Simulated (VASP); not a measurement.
# Ge (Cmcm) in VASP: further runs

Aim: see how the results for Ge move with the level of theory and the settings. Levels: PBE, r2SCAN. Tasks: single point, relaxation of cell and atoms.

All numbers are computed with VASP 6.6.1; they aren't measurements. Logs are shortened: lines on timing, memory, paths and dates and some standing lists are left out, and cuts for length are marked.

## (1) The structure

The structure is orthorhombic, space group Cmcm (No. 63). The conventional cell has a = 2.976 Å, b = 5.189 Å, c = 4.728 Å, α = 90.00°, β = 90.00°, γ = 90.00°. Around Ge (site symmetry m2m) lie 12 Ge at 2.92 to 2.99 Å.

This isn't the form of Ge at room conditions, which is diamond.

## (2) Single point, PBE

Input file INCAR:

```
ALGO = Normal ; EDIFF = 1E-6
ENCUT = 500 ; GGA = PE
ISIF = 2 ; ISMEAR = 0
LASPH = True ; LCHARG = False
LREAL = False ; LWAVE = False
NBANDS = 21 ; NELM = 100
PREC = Accurate ; SIGMA = 0.02
```

Input file KPOINTS:

```
k-points
0
Gamma
  5 5 3
```

Input file POSCAR:

```
Ge
1.0
    1.4880529250     -2.5946896100      0.0000000000
    1.4880529250      2.5946896100      0.0000000000
    0.0000000000      0.0000000000      4.7275957900
Ge
2
Direct
    0.3334466300      0.6665533700      0.2500000000
    0.6665533700      0.3334466300      0.7500000000
```

Potentials or basis: VASP PAW PBE potentials, release 64 (Ge_d_GW).

On the command line:

```
cat potpaw_PBE.64/Ge_d_GW/POTCAR > POTCAR
mpirun -np 1 vasp_std > vasp.out
```

OUTCAR:

```text
EDIFF = 1E-6
   ENCUT = 500
   GGA = PE
   ISIF = 2
   ISMEAR = 0
   LASPH = True
   LREAL = False
   NELM = 100
   PREC = Accurate

 ion  position               nearest neighbor table
   1  0.333  0.667  0.250-   2 2.92   2 2.92   2 2.92   2 2.92   2 2.93   2 2.93
   2  0.667  0.333  0.750-   1 2.92   1 2.92   1 2.92   1 2.92   1 2.93   1 2.93

  LATTYP: Found a base centered orthorhombic cell.
 ALAT       =     2.9761058500
 B/A-ratio  =     1.7436809984
 C/A-ratio  =     1.5885173540

  Lattice vectors:

 A1 = (   1.4880529250,  -2.5946896100,   0.0000000000)
 A2 = (   1.4880529250,   2.5946896100,   0.0000000000)
 A3 = (   0.0000000000,   0.0000000000,   4.7275957900)

Analysis of symmetry for initial positions (statically):
=====================================================================
 Subroutine PRICEL returns:
 Original cell was already a primitive cell.

 Routine SETGRP: Setting up the symmetry group for a
 base centered orthorhombic supercell.

 Subroutine GETGRP returns: Found  8 space group operations
 (whereof  4 operations were pure point group operations)
 out of a pool of  8 trial point group operations.

The static configuration has the point symmetry C_2h.
 The point group associated with its full space group is D_2h.

Analysis of symmetry for dynamics (positions and initial velocities):
=====================================================================
 Subroutine PRICEL returns:
 Original cell was already a primitive cell.

 Routine SETGRP: Setting up the symmetry group for a
 base centered orthorhombic supercell.

 Subroutine GETGRP returns: Found  8 space group operations
 (whereof  4 operations were pure point group operations)
 out of a pool of  8 trial point group operations.

The dynamic configuration has the point symmetry C_2h.
 The point group associated with its full space group is D_2h.

 Subroutine INISYM returns: Found  8 space group operations
 (whereof  4 operations are pure point group operations),
 and found     1 'primitive' translations

----------------------------------------------------------------------------------------

                                     Primitive cell

  volume of cell :      36.5068

  direct lattice vectors                    reciprocal lattice vectors
     1.488052925 -2.594689610  0.000000000     0.336009554 -0.192701277  0.000000000
     1.488052925  2.594689610  0.000000000     0.336009554  0.192701277  0.000000000
     0.000000000  0.000000000  4.727595790     0.000000000  0.000000000  0.211524006

  length of vectors
     2.991106096  2.991106096  4.727595790     0.387345069  0.387345069  0.211524006

  position of ions in fractional coordinates (direct lattice)
     0.333446630  0.666553370  0.250000000
     0.666553370  0.333446630  0.750000000

  ion indices of the primitive-cell ions
   primitive index   ion index
                 1           1
                 2           2

----------------------------------------------------------------------------------------

 KPOINTS: k-points

Automatic generation of k-mesh.
 Grid dimensions read from file:
 generate k-points for:    5    5    3

 Generating k-lattice:

  Cartesian coordinates                     Fractional coordinates (reciprocal lattice)
     0.067201911 -0.038540255  0.000000000     0.200000000 -0.000000000  0.000000000
     0.067201911  0.038540255  0.000000000    -0.000000000  0.200000000  0.000000000
     0.000000000  0.000000000  0.070508002     0.000000000  0.000000000  0.333333333

  Length of vectors
     0.077469014  0.077469014  0.070508002

  Shift w.r.t. Gamma in fractional coordinates (k-lattice)
     0.000000000  0.000000000  0.000000000

 Subroutine IBZKPT returns following result:
 ===========================================

 Found     18 irreducible k-points:

 Following reciprocal coordinates:
            Coordinates               Weight
  0.000000  0.000000  0.000000      1.000000
  0.200000  0.000000  0.000000      4.000000
  0.400000 -0.000000  0.000000      4.000000
  0.200000  0.200000  0.000000      2.000000
  0.400000  0.200000  0.000000      4.000000
 -0.400000  0.200000  0.000000      4.000000
[... 10 lines left out ...]
  0.400000  0.400000  0.333333      4.000000
 -0.400000  0.400000  0.333333      4.000000
   k-points           NKPTS =     18   k-points in BZ     NKDIM =     18   number of bands    NBANDS=     21
   number of dos      NEDOS =    301   number of ions     NIONS =      2
   total plane-waves  NPLWV =  20736
   dimension x,y,z NGX =    24 NGY =   24 NGZ =   36
   dimension x,y,z NGXF=    48 NGYF=   48 NGZF=   72
   ions per type =               2
   NGX,Y,Z   is equivalent  to a cutoff of  13.34, 13.34, 12.66 a.u.
   NGXF,Y,Z  is equivalent  to a cutoff of  26.68, 26.68, 25.32 a.u.
 SYSTEM =  unknown system
   PREC   = accura    normal or accurate (medium, high low for compatibility)
   ISTART =      0    job   : 0-new  1-cont  2-samecut
   ICHARG =      2    charge: 1-file 2-atom 10-const
   ISPIN  =      1    spin polarized calculation?
   LNONCOLLINEAR =      F non collinear calculations
   LSORBIT =      F    spin-orbit coupling
   LASPH  =      T    aspherical Exc in radial PAW
   ENCUT  =  500.0 eV  36.75 Ry    6.06 a.u.   5.45  5.45  8.62*2*pi/ulx,y,z
   NELM   =    100;   NELMIN=  2; NELMDL= -5     # of ELM steps
   EDIFF  = 0.1E-05   stopping-criterion for ELM
   LREAL  =      F    real-space projection
   EDIFFG = 0.1E-04   stopping-criterion for IOM
   NSW    =      0    number of steps for IOM
   IBRION =     -1    ionic relax: 0-MD 1-quasi-New 2-CG
   NFREE  =      0    steps in history (QN), initial steepest desc. (CG)
   ISIF   =      2    stress and relaxation
   ISYM   =      2    0-nonsym 1-usesym 2-fastsym
   POTIM  = 0.5000    time-step for ionic-motion
   TEBEG  =    0.0;   TEEND  =   0.0 temperature during run
   PSTRESS=    0.0 pullay stress
   NELECT =      28.0000    total number of electrons
   NUPDOWN=      -1.0000    fix difference up-down
   EMIN   =  10.00;   EMAX   =-10.00  energy-range for DOS
   EFERMI =   0.00;   METHOD = LEGACY
   ISMEAR =     0;   SIGMA  =   0.02  broadening in eV -4-tet -1-fermi 0-gaus
   EFERMI_NEDOS =   21; number of points for ismear=-14 and -15
   IALGO  =     38    algorithm
   IMIX   =      4    mixing-type and parameters
     AMIX     =   0.40;   BMIX     =  1.00
     AMIX_MAG =   1.60;   BMIX_MAG =  1.00
  volume/ion in A,a.u.               =      18.25       123.18
  Fermi-wavevector in a.u.,A,eV,Ry     =   1.498544  2.831837 30.553703  2.245634
  Thomas-Fermi vector in A             =   2.610289
   LORBIT       =      0    0 simple, 1 ext, 2 COOP (PROOUT), +10 PAW based schemes
   GGA     = PE    functional components
   LHFCALC =     F    Hartree Fock is set to
   AEXX    =    0.0000 exact exchange contribution
   IVDW    =     0    specifies the selected vdW correction
   LEPSILON=     F    determine dielectric tensor
   LRPA    =     F    only Hartree local field effects (RPA)
 non-spin polarized calculation
 Gauss-broadening in eV      SIGMA  =   0.02
  energy-cutoff  :      500.00
  volume of cell :       36.51
 maximum number of plane-waves:       957
 NGX is ok and might be reduce to    24
   NGX = 11   NGY = 11   NGZ = 17

 number of electron      28.0000013 magnetization

 Free energy of the ion-electron system (eV)
  ---------------------------------------------------
  ext. energy  EPLUGINS =         0.00000000
  ---------------------------------------------------
  free energy    TOTEN  =        -8.24366612 eV

  energy without entropy =       -8.24177786  energy(sigma->0) =       -8.24272199

 E-fermi :   4.3221     XC(G=0): -11.4992

 val. band max:        4.3209754389   @ k =   0.2000   0.2000   0.3333
 cond. band min:       4.3335661127   @ k =  -0.4000   0.2000   0.3333
 fundamental gap:      0.0125906738
 Fermi energy:         4.3221046557

 k-point     1 :       0.0000    0.0000    0.0000
  band No.  band energies     occupation
      1     -20.1983      2.00000
      2     -20.1955      2.00000
      3     -20.1941      2.00000
      4     -20.1892      2.00000
      5     -20.1857      2.00000
      6     -20.1839      2.00000
[... 13 lines left out ...]
     20      17.4080      0.00000
     21      18.6401      0.00000

 k-point     2 :       0.2000    0.0000    0.0000
  band No.  band energies     occupation
      1     -20.2223      2.00000
      2     -20.1929      2.00000
      3     -20.1807      2.00000
      4     -20.1785      2.00000
      5     -20.1698      2.00000
      6     -20.1651      2.00000
[... 13 lines left out ...]
     20      17.4362      0.00000
     21      18.6142      0.00000

 k-point     3 :       0.4000   -0.0000    0.0000
  band No.  band energies     occupation
      1     -20.2520      2.00000
      2     -20.2089      2.00000
      3     -20.1984      2.00000
      4     -20.1965      2.00000
      5     -20.1411      2.00000
      6     -20.1358      2.00000
[... 13 lines left out ...]
     20      15.9327      0.00000
     21      17.4318      0.00000

 k-point     4 :       0.2000    0.2000    0.0000
  band No.  band energies     occupation
      1     -20.2102      2.00000
      2     -20.2102      2.00000
      3     -20.2073      2.00000
      4     -20.1832      2.00000
      5     -20.1571      2.00000
      6     -20.1418      2.00000
[... 13 lines left out ...]
     20      16.7250      0.00000
     21      17.5841      0.00000

 k-point     5 :       0.4000    0.2000    0.0000
  band No.  band energies     occupation
      1     -20.2291      2.00000
      2     -20.2210      2.00000
      3     -20.1802      2.00000
      4     -20.1778      2.00000
      5     -20.1483      2.00000
      6     -20.1416      2.00000
[... 13 lines left out ...]
     20      16.3937      0.00000
     21      21.9891      0.00000
[... 238 lines left out ...]
     20      16.1427      0.00000
     21      17.6745      0.00000

 k-point    16 :      -0.2000    0.2000    0.3333
  band No.  band energies     occupation
      1     -20.2189      2.00000
      2     -20.2049      2.00000
      3     -20.1896      2.00000
      4     -20.1792      2.00000
      5     -20.1729      2.00000
      6     -20.1656      2.00000
[... 13 lines left out ...]
     20      15.5364      0.00000
     21      18.2190      0.00000

 k-point    17 :       0.4000    0.4000    0.3333
  band No.  band energies     occupation
      1     -20.2141      2.00000
      2     -20.2109      2.00000
      3     -20.1851      2.00000
      4     -20.1824      2.00000
      5     -20.1764      2.00000
      6     -20.1295      2.00000
[... 13 lines left out ...]
     20      17.0409      0.00000
     21      17.2927      0.00000

 k-point    18 :      -0.4000    0.4000    0.3333
  band No.  band energies     occupation
      1     -20.2379      2.00000
      2     -20.2168      2.00000
      3     -20.2090      2.00000
      4     -20.1819      2.00000
      5     -20.1676      2.00000
      6     -20.1231      2.00000
[... 13 lines left out ...]
     20      13.8796      0.00000
     21      15.1736      0.00000

------------------------ aborting loop because EDIFF is reached ----------------------------------------

  FORCE on cell =-STRESS in cart. coord.  units (eV):
  Direction    XX          YY          ZZ          XY          YZ          ZX
  --------------------------------------------------------------------------------------
  -------------------------------------------------------------------------------------
  Total        0.2956046      0.3471492      2.3286801      0.0000000     -0.0000000      0.0000000
  in kB       12.9732149     15.2353549    102.1989149      0.0000000     -0.0000000      0.0000000
  external PRESSURE =      43.4691615 kB  Pullay stress =       0.0000000 kB

 VOLUME and BASIS-vectors are now :
 -----------------------------------------------------------------------------
  energy-cutoff  :      500.00
  volume of cell :       36.51
      direct lattice vectors                 reciprocal lattice vectors
     1.488052925 -2.594689610  0.000000000     0.336009554 -0.192701277  0.000000000
     1.488052925  2.594689610  0.000000000     0.336009554  0.192701277  0.000000000
     0.000000000  0.000000000  4.727595790     0.000000000  0.000000000  0.211524006

 POSITION                                       TOTAL-FORCE (eV/Angst)
 -----------------------------------------------------------------------------------
      1.48805      0.86431      1.18190         0.000000     -0.009604      0.000000
      1.48805     -0.86431      3.54570         0.000000      0.009604     -0.000000
 -----------------------------------------------------------------------------------
    total drift:                               -0.000000     -0.000000      0.000000

  FREE ENERGIE OF THE ION-ELECTRON SYSTEM (eV)
  ---------------------------------------------------
  free  energy   TOTEN  =        -8.2436661162 eV

  energy  without entropy=       -8.2417778627  energy(sigma->0) =       -8.24272199
```

Wall time 5 s (1 thread of Intel Xeon 6975P-C (Granite Rapids), shared host); peak memory 0.15 GiB.

What came out:

```
Free energy            : -8.2437 eV
Pressure               : 4.3 GPa
Largest force          : 0.010 eV/Å
Band gap on the k mesh : none (metal or under the smearing width)
```

Forces in eV/Å, atoms in the order of the input:
```
Ge   0.000 -0.010  0.000
Ge   0.000  0.010  0.000
```

Stress tensor (GPa, compression positive):
```
 1.30  0.00  0.00
 0.00  1.52  0.00
 0.00  0.00 10.22
```

Levels at points of the mesh, in eV from the Fermi level:
| k point | band 11 | band 12 | band 13 | band 14 | band 15 | band 16 | band 17 | band 18 |
| --- | --- | --- | --- | --- | --- | --- | --- | --- |
| (0.00, 0.00, 0.00) | -13.20 | -7.31 | -5.36 | 6.78 | 6.90 | 8.85 | 8.97 | 10.29 |

Caveat: the k mesh is coarse (spacing up to 0.49 Å⁻¹), so the values aren't converged.

(Part 1 of 2 ends here.)
